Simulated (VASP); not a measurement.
# CH4 in VASP: a series of runs, part 2 of 2

VASP 6.6.1. Earlier steps stand in the parts before.

## Step 3: Vibrations by finite differences, PBE+D3(BJ)

INCAR

```
PREC = Accurate ; ENCUT = 400
EDIFF = 1E-7 ; ISMEAR = 0
SIGMA = 0.01 ; LREAL = F
LASPH = T ; NELM = 60
ALGO = Normal ; ISIF = 2
LWAVE = F ; LCHARG = F
GGA = PE ; IVDW = 12
IBRION = 5 ; NFREE = 2
POTIM = 0.015 ; NSW = 1
ISYM = 0
```

KPOINTS

```
Automatic mesh
0
Gamma
  1 1 1
```

POSCAR

```
H4C                                     
1.0
   12.2281593986      0.0000000000      0.0000000000
    0.0000000000     12.7281593986      0.0000000000
    0.0000000000      0.0000000000     13.2281593986
  C               H             
     1     4
Selective dynamics
Direct
0.4999999746000015  0.5039282365999966  0.5000000189000033  T T T
0.5175708269184045  0.4283349468105569  0.5363496100524913  T T T
0.5626918526272578  0.5613365026359454  0.5215855742804186  T T T
0.4194438229631525  0.5320815085159358  0.5244263268415585  T T T
0.5002936827272529  0.4939601887540403  0.4176372127277979  T T T
```

Potentials or basis: VASP PAW PBE potentials, release 64 (C, H).

On the command line:

```bash
$ cat potpaw_PBE.64/C/POTCAR potpaw_PBE.64/H/POTCAR > POTCAR
$ mpirun -np 1 vasp_gam > vasp.out
```

OUTCAR:

```text
PREC = Accurate
   ENCUT = 400
   EDIFF = 1E-7
   ISMEAR = 0
   LREAL = F
   LASPH = T
   NELM = 60
   ISIF = 2
   GGA = PE
   IVDW = 12
   IBRION = 5
   NFREE = 2
   POTIM = 0.015
   NSW = 1
   ISYM = 0
 IVDW          = 12

 ion  position               nearest neighbor table
   1  0.500  0.504  0.500-   2 1.10   5 1.10   4 1.10   3 1.10
   2  0.518  0.428  0.536-   1 1.10
[... 422 lines left out ...]
  1X   -49.936232    0.002386    0.007861    4.920053   -4.400859    2.198162   16.451008   11.940700    4.669127   24.624545   -7.532380   -6.791872    3.940625   -0.009847   -0.083277
  1Y    -0.002571  -49.909547    0.016776   -4.412220   23.665952   -9.870906   11.938503   15.301537    4.447468   -7.513887    6.665687    2.465602   -0.009824    4.276371    2.941060
  1Z    -0.002342   -0.005126  -49.929712    2.199198   -9.851590    8.853031    4.661838    4.441251    5.670252   -6.774672    2.464333    6.156345   -0.084022    2.951132   29.250084
  2X     4.915873   -4.400763    2.198163   -5.088013    4.817167   -2.407260   -0.434122    1.827670   -1.061248    0.436731   -2.315118    1.305111    0.169531    0.071045   -0.034766
  2Y    -4.410882   23.665944   -9.869153    4.827243  -25.610178   10.803711   -0.518786    1.588584   -0.845534   -0.031232    0.771786   -0.349293    0.133656   -0.416136    0.260268
  2Z     2.199142   -9.851611    8.853491   -2.408792   10.785796   -9.403637   -0.255057    0.797112   -0.265570   -0.119117    0.918255   -0.319851    0.583825   -2.649553    1.135566
  3X    16.445240   11.939634    4.667928   -0.436271   -0.518842   -0.255510  -17.705093  -13.073078   -5.110214    1.695714    1.825533    0.767188    0.000409   -0.173247   -0.069392
  3Y    11.938074   15.305434    4.446155    1.828093    1.592115    0.796434  -13.071649  -16.467731   -4.865938   -0.783061   -0.695487   -0.364881    0.088543    0.265668   -0.011771
  3Z     4.662045    4.440738    5.670135   -1.061308   -0.845753   -0.265996   -5.104111   -4.861043   -5.915558   -0.620191   -0.715168   -0.110852    2.123565    1.981225    0.622272
  4X    24.619821   -7.530204   -6.789884    0.436381   -0.031072   -0.119181    1.697459   -0.783211   -0.620151  -26.659274    8.241558    7.432363   -0.094387    0.102928    0.096853
  4Y    -7.513828    6.669874    2.465017   -2.315493    0.775995    0.918591    1.824869   -0.694754   -0.714427    8.226359   -7.015414   -2.699794   -0.221906    0.264299    0.030613
  4Z    -6.775202    2.465329    6.155777    1.305083   -0.348694   -0.320850    0.767269   -0.363735   -0.111403    7.417488   -2.699846   -6.445825   -2.714637    0.946945    0.722301
  5X     3.934061   -0.009542   -0.083307    0.167334    0.133364    0.583975    0.000299    0.088191    2.123934   -0.096375   -0.221761   -2.714089   -4.005319    0.009748    0.089487
  5Y    -0.009755    4.275849    2.941556    0.070835   -0.416322   -2.649204   -0.173371    0.261931    1.981582    0.102528    0.259822    0.946425    0.009763   -4.381280   -3.220360
  5Z    -0.083193    2.950028   29.250690   -0.034432    0.260114    1.136892   -0.068771   -0.011231    0.623944    0.096945    0.030187    0.724416    0.089451   -3.229097  -31.735941

 Eigenvectors and eigenvalues of the dynamical matrix
 ----------------------------------------------------

   1 f  =   92.635341 THz   582.045017 2PiTHz 3089.982387 cm-1   383.108817 meV
             X         Y         Z           dx          dy          dz
      6.114079  6.414079  6.614080     0.047921   -0.039258   -0.294974
      6.328939  5.451915  7.094918     0.049736   -0.210806    0.083546
      6.880686  7.144780  6.899617     0.137757    0.125532    0.029711
      5.129026  6.772418  6.937195    -0.354166    0.127289    0.096826
      6.117671  6.287204  5.524572     0.000603    0.094109    0.812265
[... 105 lines left out ...]
  15 f/i=    1.636597 THz    10.283042 2PiTHz   54.590997 cm-1     6.768418 meV
             X         Y         Z           dx          dy          dz
      6.114079  6.414079  6.614080     0.027886    0.001457   -0.024373
      6.328939  5.451915  7.094918     0.114854    0.173244    0.291027
      6.880686  7.144780  6.899617    -0.337749    0.303956    0.144168
      5.129026  6.772418  6.937195    -0.235105   -0.237348   -0.484759
      6.117671  6.287204  5.524572     0.490042   -0.237158    0.022184
```

It took 18 min on 1 thread of AMD EPYC 9R45 (Zen 5), shared host; peak memory 1.1 GiB.

What came out:

* Highest phonon frequency at Γ, LO-TO splitting left out: 3090 cm⁻¹
* Most unstable mode: 55i cm⁻¹
* Dispersion energy per atom: -0.006 eV

Phonon frequencies in cm⁻¹ (negative: imaginary):
| q point | frequencies |
| --- | --- |
| (0.000, 0.000, 0.000) | -55 -41 -33 1 7 9 1286 1286 1286 1511 1511 2977 3089 3089 3090 |

Caveat: some modes are imaginary.

## Step 4: Single point, PBE

INCAR

```
PREC = Accurate ; ENCUT = 400
EDIFF = 1E-6 ; ISMEAR = 0
SIGMA = 0.01 ; LREAL = F
LASPH = T ; NELM = 60
ALGO = Normal ; ISIF = 2
LWAVE = F ; LCHARG = F
GGA = PE ; ISYM = 0
```

KPOINTS is that of step 3.

POSCAR

```
H4C                                     
1.0
   12.2281593986      0.0000000000      0.0000000000
    0.0000000000     12.7281593986      0.0000000000
    0.0000000000      0.0000000000     13.2281593986
  C               H             
     1     4
Selective dynamics
Direct
     0.4999999746000015    0.5039282365999966    0.5000000189000033   F   F   F
     0.5175708269184045    0.4283349468105569    0.5363496100524913   T   T   T
     0.5626918526272578    0.5613365026359454    0.5215855742804186   T   T   T
     0.4194438229631525    0.5320815085159358    0.5244263268415585   T   T   T
     0.5002936827272529    0.4939601887540403    0.4176372127277979   T   T   T
```

On the command line:

```bash
$ cat potpaw_PBE.64/C/POTCAR potpaw_PBE.64/H/POTCAR > POTCAR
$ mpirun -np 1 vasp_gam > vasp.out
```

It took 43 s on 1 thread of AMD EPYC 9R45 (Zen 5), shared host; peak memory 0.97 GiB.

Results (log left out):

```
Free energy                     : -24.0308 eV
Gap between the frontier levels : 8.90 eV
```

Levels at points of the mesh, in eV from the valence-band top:
| k point | band 1 | band 2 | band 3 | band 4 | band 5 | band 6 | band 7 | band 8 |
| --- | --- | --- | --- | --- | --- | --- | --- | --- |
| (0.00, 0.00, 0.00) | -7.60 | 0.00 | 0.00 | 0.00 | 8.90 | 9.78 | 9.96 | 10.01 |

## Step 5: Overview

| task | level | cell | atoms held fixed (from 0) | gap on the mesh (eV) |
| --- | --- | --- | --- | --- |
| relaxation of the atoms | PBE+D3(BJ) | atoms relaxed | [0] | 8.90 |
| vibrations by finite differences | PBE+D3(BJ) | as given | - | - |
| single point | PBE | as given | - | 8.90 |

Alike in all rows: potentials or basis VASP PAW PBE potentials, release 64 (C, H); no spin polarisation; k mesh 1 × 1 × 1; cutoff (eV) 400; smearing gaussian 0.01 eV.

Caveats: some modes are imaginary (some runs).

Total energies depend on the potentials used, so only differences within one code and one set of settings carry meaning.
